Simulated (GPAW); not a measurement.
# AlO (Pm-3m) in GPAW: further runs

The runs below take AlO through relaxation of cell and atoms, with RPBE, PW91.

Everything below comes from runs of GPAW 26.7.0. Logs are shortened: lines on timing, memory, paths and dates and some standing lists are left out, and cuts for length are marked. The log counts tension as positive stress, the text compression.

## (1) Starting point

Symmetry: Pm-3m, No. 221, cubic system. Conventional cell: a = 2.769 Å, b = 2.769 Å, c = 2.769 Å, α = 90.00°, β = 90.00°, γ = 90.00°. Around Al (site symmetry m-3m) lie 8 O at 2.40 Å. O (site symmetry m-3m) is surrounded by 8 Al at 2.40 Å.

The cell was built by a generator and needn't be a form met in nature.

## (2) Relaxation of cell and atoms, RPBE

Input file run.py:

```python
from ase.filters import FrechetCellFilter
from ase.io import read, write
from ase.optimize import BFGS
from gpaw import GPAW, PW

atoms = read('AlO.xyz')

calc = GPAW(mode=PW(800),
            xc='RPBE',
            kpts={'size': (8, 8, 8), 'gamma': True},
            occupations={'name': 'fermi-dirac', 'width': 0.05},
            nbands=12,
            convergence={'density': 1e-05, 'energy': 1e-05},
            maxiter=150,
            txt='gpaw.txt')
atoms.calc = calc
opt = BFGS(FrechetCellFilter(atoms), trajectory='relax.traj', logfile='-')
done = opt.run(fmax=0.02, steps=60)
calc.write('gs.gpw')
write('result.traj', atoms)
print('Converged:', done)
print('Cell:', atoms.cell.cellpar().round(4))
print('Volume:', round(atoms.get_volume(), 4))
print(atoms.get_scaled_positions().round(5))
```

Input file AlO.xyz:

```xyz
2
Lattice="2.7691900000 0.0000000000 0.0000000000 0.0000000000 2.7691900000 0.0000000000 0.0000000000 0.0000000000 2.7691900000" Properties=species:S:1:pos:R:3 pbc="T T T"
Al     1.3845950000      1.3845950000      1.3845950000
O      0.0000000000      0.0000000000      0.0000000000
```

Potentials or basis: the program's PAW data sets (release 1.2.1) made for this functional, pw.

Run with:

```console
$ OMP_NUM_THREADS=1 python run.py
```

gpaw.txt:

```text
__  _  _
 | _ |_)|_||  |
 |__||  | ||/\| - 26.7.0

Input parameters:
  mode=PW(ecut=800.0),
  convergence={'density': 1e-05, 'energy': 1e-05},
  kpts=MonkhorstPack(size=(8, 8, 8), gamma=True),
  maxiter=150,
  nbands=12,
  occupations=Occupations(name='fermi-dirac', width=0.05),
  xc=XC(name='RPBE')

Diagonalizing LCAO Hamiltonian
Converting LCAO to pw mode
   .------.
  /|      |
 * |      |
 | .-Al---.
 |/      /
 O------*

Atoms  # Å, Bohr magnetons
|   | symbol |        x |        y |        z |    initial magnetic moments |
|---|--------|----------|----------|----------|-----------------------------|
| 0 |     Al | 1.384595 | 1.384595 | 1.384595 | ( 0.0000,  0.0000,  0.0000) |
| 1 |      O | 0.000000 | 0.000000 | 0.000000 | ( 0.0000,  0.0000,  0.0000) |

Unit cell  # Å
| periodic |        x |        y |        z |  lengths |    angles |
|----------|----------|----------|----------|----------|-----------|
|      yes | 2.769190 | 0.000000 | 0.000000 | 2.769190 | 90.000000 |
|      yes | 0.000000 | 2.769190 | 0.000000 | 2.769190 | 90.000000 |
|      yes | 0.000000 | 0.000000 | 2.769190 | 2.769190 | 90.000000 |

Number of symmetries: 48
Symmetry operations  # r_c * U_cc + t_c -> r_c
|    | kind |            matrix            |
|----|------|------------------------------|
|  0 |  E   |  1, 0, 0,  0, 1, 0,  0, 0, 1 |
|  1 |  σ   |  1, 0, 0,  0, 1, 0,  0, 0,-1 |
|  2 |  σ   |  1, 0, 0,  0, 0, 1,  0, 1, 0 |
|  3 |  C4  |  1, 0, 0,  0, 0, 1,  0,-1, 0 |
|  4 |  C4  |  1, 0, 0,  0, 0,-1,  0, 1, 0 |
|  5 |  σ   |  1, 0, 0,  0, 0,-1,  0,-1, 0 |
|  6 |  σ   |  1, 0, 0,  0,-1, 0,  0, 0, 1 |
|  7 |  C2  |  1, 0, 0,  0,-1, 0,  0, 0,-1 |
|  8 |  σ   |  0, 1, 0,  1, 0, 0,  0, 0, 1 |
|  9 |  C2  |  0, 1, 0,  1, 0, 0,  0, 0,-1 |
| 10 |  C3  |  0, 1, 0,  0, 0, 1,  1, 0, 0 |
| 11 |  S6  |  0, 1, 0,  0, 0, 1, -1, 0, 0 |
| 12 |  S6  |  0, 1, 0,  0, 0,-1,  1, 0, 0 |
| 13 |  C3  |  0, 1, 0,  0, 0,-1, -1, 0, 0 |
| 14 |  C4  |  0, 1, 0, -1, 0, 0,  0, 0, 1 |
| 15 |  S4  |  0, 1, 0, -1, 0, 0,  0, 0,-1 |
| 16 |  C3  |  0, 0, 1,  1, 0, 0,  0, 1, 0 |
| 17 |  S6  |  0, 0, 1,  1, 0, 0,  0,-1, 0 |
| 18 |  σ   |  0, 0, 1,  0, 1, 0,  1, 0, 0 |
| 19 |  C4  |  0, 0, 1,  0, 1, 0, -1, 0, 0 |
| 20 |  C2  |  0, 0, 1,  0,-1, 0,  1, 0, 0 |
| 21 |  S4  |  0, 0, 1,  0,-1, 0, -1, 0, 0 |
| 22 |  S6  |  0, 0, 1, -1, 0, 0,  0, 1, 0 |
| 23 |  C3  |  0, 0, 1, -1, 0, 0,  0,-1, 0 |
| 24 |  S6  |  0, 0,-1,  1, 0, 0,  0, 1, 0 |
| 25 |  C3  |  0, 0,-1,  1, 0, 0,  0,-1, 0 |
| 26 |  C4  |  0, 0,-1,  0, 1, 0,  1, 0, 0 |
| 27 |  σ   |  0, 0,-1,  0, 1, 0, -1, 0, 0 |
| 28 |  S4  |  0, 0,-1,  0,-1, 0,  1, 0, 0 |
| 29 |  C2  |  0, 0,-1,  0,-1, 0, -1, 0, 0 |
| 30 |  C3  |  0, 0,-1, -1, 0, 0,  0, 1, 0 |
| 31 |  S6  |  0, 0,-1, -1, 0, 0,  0,-1, 0 |
| 32 |  C4  |  0,-1, 0,  1, 0, 0,  0, 0, 1 |
| 33 |  S4  |  0,-1, 0,  1, 0, 0,  0, 0,-1 |
[... 176 lines left out ...]
Fermi level: 9.283
Eigenvalues  # (at kpt = [0.000, 0.000, 0.000])
| band index |      eig [eV] | occ [0-2] |
|------------|---------------|-----------|
|          0 |       -12.017 |     2.000 |
|          1 |         4.277 |     2.000 |
|          2 |         4.801 |     2.000 |
|          3 |         4.801 |     2.000 |
|          4 |         4.801 |     2.000 |
|          5 |        14.879 |     0.000 |
|          6 |        14.879 |     0.000 |
|          7 |        20.419 |     0.000 |
|          8 |        20.419 |     0.000 |
|          9 |        20.419 |     0.000 |
|         10 |        29.785 |     0.000 |
|         11 |        29.785 |     0.000 |

No gap
No difference between direct/indirect transitions

Stress tensor  # eV/Ang^3
|         x |         y |         z |
|-----------|-----------|-----------|
| -0.020403 |  0.000000 |  0.000000 |
|  0.000000 | -0.020403 |  0.000000 |
|  0.000000 |  0.000000 | -0.020403 |

Forces  # eV/Ang
|        x |       y |        z |
|----------|---------|----------|
| -0.00000 | 0.00000 | -0.00000 |  # Al   0
| -0.00000 | 0.00000 | -0.00000 |  # O    1

Interpolating wave functions to new cell

           Al

       O

Atoms  # Å, Bohr magnetons
|   | symbol |         x |        y |         z |    initial magnetic moments |
|---|--------|-----------|----------|-----------|-----------------------------|
| 0 |     Al |  1.386739 | 1.386739 |  1.386739 | ( 0.0000,  0.0000,  0.0000) |
| 1 |      O | -0.000000 | 0.000000 | -0.000000 | ( 0.0000,  0.0000,  0.0000) |

Unit cell  # Å
| periodic |         x |         y |        z |  lengths |    angles |
|----------|-----------|-----------|----------|----------|-----------|
|      yes |  2.773478 | -0.000000 | 0.000000 | 2.773478 | 90.000000 |
|      yes | -0.000000 |  2.773478 | 0.000000 | 2.773478 | 90.000000 |
|      yes |  0.000000 |  0.000000 | 2.773478 | 2.773478 | 90.000000 |

Number of symmetries: 48
Symmetry operations  # r_c * U_cc + t_c -> r_c
|    | kind |            matrix            |
|----|------|------------------------------|
|  0 |  E   |  1, 0, 0,  0, 1, 0,  0, 0, 1 |
|  1 |  σ   |  1, 0, 0,  0, 1, 0,  0, 0,-1 |
|  2 |  σ   |  1, 0, 0,  0, 0, 1,  0, 1, 0 |
|  3 |  C4  |  1, 0, 0,  0, 0, 1,  0,-1, 0 |
|  4 |  C4  |  1, 0, 0,  0, 0,-1,  0, 1, 0 |
|  5 |  σ   |  1, 0, 0,  0, 0,-1,  0,-1, 0 |
|  6 |  σ   |  1, 0, 0,  0,-1, 0,  0, 0, 1 |
|  7 |  C2  |  1, 0, 0,  0,-1, 0,  0, 0,-1 |
|  8 |  σ   |  0, 1, 0,  1, 0, 0,  0, 0, 1 |
|  9 |  C2  |  0, 1, 0,  1, 0, 0,  0, 0,-1 |
| 10 |  C3  |  0, 1, 0,  0, 0, 1,  1, 0, 0 |
| 11 |  S6  |  0, 1, 0,  0, 0, 1, -1, 0, 0 |
| 12 |  S6  |  0, 1, 0,  0, 0,-1,  1, 0, 0 |
| 13 |  C3  |  0, 1, 0,  0, 0,-1, -1, 0, 0 |
| 14 |  C4  |  0, 1, 0, -1, 0, 0,  0, 0, 1 |
| 15 |  S4  |  0, 1, 0, -1, 0, 0,  0, 0,-1 |
| 16 |  C3  |  0, 0, 1,  1, 0, 0,  0, 1, 0 |
| 17 |  S6  |  0, 0, 1,  1, 0, 0,  0,-1, 0 |
| 18 |  σ   |  0, 0, 1,  0, 1, 0,  1, 0, 0 |
| 19 |  C4  |  0, 0, 1,  0, 1, 0, -1, 0, 0 |
| 20 |  C2  |  0, 0, 1,  0,-1, 0,  1, 0, 0 |
| 21 |  S4  |  0, 0, 1,  0,-1, 0, -1, 0, 0 |
| 22 |  S6  |  0, 0, 1, -1, 0, 0,  0, 1, 0 |
| 23 |  C3  |  0, 0, 1, -1, 0, 0,  0,-1, 0 |
| 24 |  S6  |  0, 0,-1,  1, 0, 0,  0, 1, 0 |
| 25 |  C3  |  0, 0,-1,  1, 0, 0,  0,-1, 0 |
| 26 |  C4  |  0, 0,-1,  0, 1, 0,  1, 0, 0 |
| 27 |  σ   |  0, 0,-1,  0, 1, 0, -1, 0, 0 |
| 28 |  S4  |  0, 0,-1,  0,-1, 0,  1, 0, 0 |
| 29 |  C2  |  0, 0,-1,  0,-1, 0, -1, 0, 0 |
| 30 |  C3  |  0, 0,-1, -1, 0, 0,  0, 1, 0 |
| 31 |  S6  |  0, 0,-1, -1, 0, 0,  0,-1, 0 |
| 32 |  C4  |  0,-1, 0,  1, 0, 0,  0, 0, 1 |
| 33 |  S4  |  0,-1, 0,  1, 0, 0,  0, 0,-1 |
[... 174 lines left out ...]
Fermi level: 9.211
Eigenvalues  # (at kpt = [0.000, 0.000, 0.000])
| band index |      eig [eV] | occ [0-2] |
|------------|---------------|-----------|
|          0 |       -12.035 |     2.000 |
|          1 |         4.202 |     2.000 |
|          2 |         4.761 |     2.000 |
|          3 |         4.761 |     2.000 |
|          4 |         4.761 |     2.000 |
|          5 |        14.825 |     0.000 |
|          6 |        14.825 |     0.000 |
|          7 |        20.310 |     0.000 |
|          8 |        20.310 |     0.000 |
|          9 |        20.310 |     0.000 |
|         10 |        29.680 |     0.000 |
|         11 |        29.680 |     0.000 |

No gap
No difference between direct/indirect transitions

Stress tensor  # eV/Ang^3
|         x |         y |         z |
|-----------|-----------|-----------|
| -0.016399 |  0.000000 |  0.000000 |
|  0.000000 | -0.016399 |  0.000000 |
|  0.000000 |  0.000000 | -0.016399 |

Forces  # eV/Ang
|        x |        y |        z |
|----------|----------|----------|
| -0.00000 | -0.00000 | -0.00000 |  # Al   0
|  0.00000 |  0.00000 | -0.00000 |  # O    1

Interpolating wave functions to new cell

           Al

       O

Atoms  # Å, Bohr magnetons
|   | symbol |         x |         y |         z |    initial magnetic moments |
|---|--------|-----------|-----------|-----------|-----------------------------|
| 0 |     Al |  1.395768 |  1.395768 |  1.395768 | ( 0.0000,  0.0000,  0.0000) |
| 1 |      O | -0.000000 | -0.000000 | -0.000000 | ( 0.0000,  0.0000,  0.0000) |

Unit cell  # Å
| periodic |         x |        y |        z |  lengths |    angles |
|----------|-----------|----------|----------|----------|-----------|
|      yes |  2.791537 | 0.000000 | 0.000000 | 2.791537 | 90.000000 |
|      yes | -0.000000 | 2.791537 | 0.000000 | 2.791537 | 90.000000 |
|      yes |  0.000000 | 0.000000 | 2.791537 | 2.791537 | 90.000000 |

Number of symmetries: 48
Symmetry operations  # r_c * U_cc + t_c -> r_c
|    | kind |            matrix            |
|----|------|------------------------------|
|  0 |  E   |  1, 0, 0,  0, 1, 0,  0, 0, 1 |
|  1 |  σ   |  1, 0, 0,  0, 1, 0,  0, 0,-1 |
|  2 |  σ   |  1, 0, 0,  0, 0, 1,  0, 1, 0 |
|  3 |  C4  |  1, 0, 0,  0, 0, 1,  0,-1, 0 |
|  4 |  C4  |  1, 0, 0,  0, 0,-1,  0, 1, 0 |
|  5 |  σ   |  1, 0, 0,  0, 0,-1,  0,-1, 0 |
|  6 |  σ   |  1, 0, 0,  0,-1, 0,  0, 0, 1 |
|  7 |  C2  |  1, 0, 0,  0,-1, 0,  0, 0,-1 |
|  8 |  σ   |  0, 1, 0,  1, 0, 0,  0, 0, 1 |
|  9 |  C2  |  0, 1, 0,  1, 0, 0,  0, 0,-1 |
| 10 |  C3  |  0, 1, 0,  0, 0, 1,  1, 0, 0 |
| 11 |  S6  |  0, 1, 0,  0, 0, 1, -1, 0, 0 |
| 12 |  S6  |  0, 1, 0,  0, 0,-1,  1, 0, 0 |
| 13 |  C3  |  0, 1, 0,  0, 0,-1, -1, 0, 0 |
| 14 |  C4  |  0, 1, 0, -1, 0, 0,  0, 0, 1 |
| 15 |  S4  |  0, 1, 0, -1, 0, 0,  0, 0,-1 |
| 16 |  C3  |  0, 0, 1,  1, 0, 0,  0, 1, 0 |
| 17 |  S6  |  0, 0, 1,  1, 0, 0,  0,-1, 0 |
| 18 |  σ   |  0, 0, 1,  0, 1, 0,  1, 0, 0 |
| 19 |  C4  |  0, 0, 1,  0, 1, 0, -1, 0, 0 |
| 20 |  C2  |  0, 0, 1,  0,-1, 0,  1, 0, 0 |
| 21 |  S4  |  0, 0, 1,  0,-1, 0, -1, 0, 0 |
| 22 |  S6  |  0, 0, 1, -1, 0, 0,  0, 1, 0 |
| 23 |  C3  |  0, 0, 1, -1, 0, 0,  0,-1, 0 |
| 24 |  S6  |  0, 0,-1,  1, 0, 0,  0, 1, 0 |
| 25 |  C3  |  0, 0,-1,  1, 0, 0,  0,-1, 0 |
| 26 |  C4  |  0, 0,-1,  0, 1, 0,  1, 0, 0 |
| 27 |  σ   |  0, 0,-1,  0, 1, 0, -1, 0, 0 |
| 28 |  S4  |  0, 0,-1,  0,-1, 0,  1, 0, 0 |
| 29 |  C2  |  0, 0,-1,  0,-1, 0, -1, 0, 0 |
| 30 |  C3  |  0, 0,-1, -1, 0, 0,  0, 1, 0 |
| 31 |  S6  |  0, 0,-1, -1, 0, 0,  0,-1, 0 |
| 32 |  C4  |  0,-1, 0,  1, 0, 0,  0, 0, 1 |
| 33 |  S4  |  0,-1, 0,  1, 0, 0,  0, 0,-1 |
[... 174 lines left out ...]
Fermi level: 8.913
Eigenvalues  # (at kpt = [0.000, 0.000, 0.000])
| band index |      eig [eV] | occ [0-2] |
|------------|---------------|-----------|
|          0 |       -12.107 |     2.000 |
|          1 |         3.892 |     2.000 |
|          2 |         4.594 |     2.000 |
|          3 |         4.594 |     2.000 |
|          4 |         4.594 |     2.000 |
|          5 |        14.597 |     0.000 |
|          6 |        14.597 |     0.000 |
|          7 |        19.855 |     0.000 |
|          8 |        19.855 |     0.000 |
|          9 |        19.855 |     0.000 |
|         10 |        29.244 |     0.000 |
|         11 |        29.244 |     0.000 |

No gap
No difference between direct/indirect transitions

Stress tensor  # eV/Ang^3
|         x |         y |         z |
|-----------|-----------|-----------|
| -0.000368 | -0.000000 |  0.000000 |
| -0.000000 | -0.000368 |  0.000000 |
|  0.000000 |  0.000000 | -0.000368 |

Forces  # eV/Ang
|       x |       y |        z |
|---------|---------|----------|
| 0.00000 | 0.00000 |  0.00000 |  # Al   0
| 0.00000 | 0.00000 | -0.00000 |  # O    1

# Writing to gs.gpw (mode='')
```

Run time: 17 s. Hardware: 1 thread of Arm Neoverse V2, shared host; peak memory 0.16 GiB.

Results:

- Free energy: -9.5362 eV
- Relaxed volume: 10.88 Å³/atom
- Relaxed cell: a = 2.792 Å, b = 2.792 Å, c = 2.792 Å, α = 90.00°, β = 90.00°, γ = 90.00°
- Space group after relaxing (to 0.05 Å): Pm-3m (No. 221)
- Energy gained by relaxing: 2.8 meV/atom
- Ionic steps: 3
- Pressure after relaxing: 0.1 GPa
- Band gap on the k mesh: none (metal or under the smearing width)

Step by step:
```tsv
step	energy change (eV)	largest force (eV/Å)	pressure (GPa)	volume (Å³)
1	0.0000	0.0000	3.27	21.24
2	-0.0019	0.0000	2.63	21.33
3	-0.0057	0.0000	0.06	21.75
```

Final structure:
```yaml
crystal:
  lattice:
    - [2.79154, 0.00000, 0.00000]
    - [0.00000, 2.79154, 0.00000]
    - [0.00000, 0.00000, 2.79154]
  atoms:
    - { symbol: Al, position: [0.50000, 0.50000, 0.50000] }
    - { symbol: O, position: [0.00000, 0.00000, 0.00000] }
```

Caveat: later steps reuse the first step's grids; an odd number of electrons without spin polarisation forces a metal; a magnetic or distorted state may lie lower.

## (3) Relaxation of cell and atoms, PW91

run.py: that of step 2 with these lines changed.

```diff
@@ -3,3 +3,5 @@
 from ase.optimize import BFGS
-from gpaw import GPAW, PW
+from gpaw import GPAW, PW, setup_paths
+
+setup_paths.insert(0, '.')
 
@@ -8,3 +10,3 @@
 calc = GPAW(mode=PW(800),
-            xc='RPBE',
+            xc='GGA_X_PW91+GGA_C_PW91',
             kpts={'size': (8, 8, 8), 'gamma': True},
```

AlO.xyz is that of step 2.

Potentials or basis: PAW data sets generated in the run's folder for this functional, pw.

Run with:

```console
$ gpaw-setup -f GGA_X_PW91+GGA_C_PW91 Al O
$ OMP_NUM_THREADS=1 python run.py
```

Wall time 8.3 s (1 thread of Arm Neoverse V2, shared host); peak memory 0.14 GiB.

Results (log left out):

```
Free energy             : -10.3065 eV
Pressure after relaxing : -0.2 GPa
Band gap on the k mesh  : none (metal or under the smearing width)
```

Final structure:
```yaml
crystal:
  lattice:
    - [2.76919, 0.00000, 0.00000]
    - [0.00000, 2.76919, 0.00000]
    - [0.00000, 0.00000, 2.76919]
  atoms:
    - { symbol: Al, position: [0.50000, 0.50000, 0.50000] }
    - { symbol: O, position: [0.00000, 0.00000, 0.00000] }
```

Levels at points of the mesh, in eV from the Fermi level:
```tsv
k point	band 2	band 3	band 4	band 5	band 6	band 7	band 8
(0.00, 0.00, 0.00)	-4.96	-4.47	-4.47	-4.47	5.68	5.68	11.04
(0.50, 0.00, 0.00)	-10.25	-3.91	-3.91	0.14	2.12	8.69	9.66
(0.50, 0.50, 0.00)	-8.00	-8.00	-3.42	-2.45	4.96	4.96	8.06
(0.50, 0.50, 0.50)	-6.46	-6.46	-6.46	0.65	0.65	0.65	4.37
```

Caveat: the relaxation stopped at its first step, so nothing moved; later steps reuse the first step's grids; an odd number of electrons without spin polarisation forces a metal; a magnetic or distorted state may lie lower.
